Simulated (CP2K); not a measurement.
Crystal: BAs.

```
As B
1.0
     3.37785    0.00000    0.00000
     1.68892    2.92530    0.00000
     1.68892    0.97510    2.75800
As B
1 1
Direct
  0.75000 0.75000 0.75000
  0.00000 0.00000 0.00000
```

Base run:

```yaml
Program: CP2K 2026.2
Functional: PBE
Potentials_or_basis: POTENTIAL_UZH As GTH-PBE-q5, B GTH-PBE-q3; TZVP-MOLOPT-PBE-GTH basis
Density_cutoff: 6123 eV
k_mesh: 10 × 10 × 10
Occupations: fermi-dirac, width 0.05 eV
Spin: no spin polarisation
```

Its results: band gap on the k mesh 1.21 eV, indirect (least direct gap 3.33 eV); pressure 3.6 GPa.

Problem. The run is repeated on the same cell with these changes: functional from PBE to PBEsol. What comes out?

Solution. Band gap on the k mesh 1.06 eV, indirect (least direct gap 3.29 eV); pressure 2.3 GPa.

PBEsol binds more tightly than PBE, so the same cell stands under less pressure.

Caveats: the basis of atomic orbitals isn't converged, which shifts pressures, moduli and gaps; the potentials were made for another functional, which shifts forces and pressure (some runs).
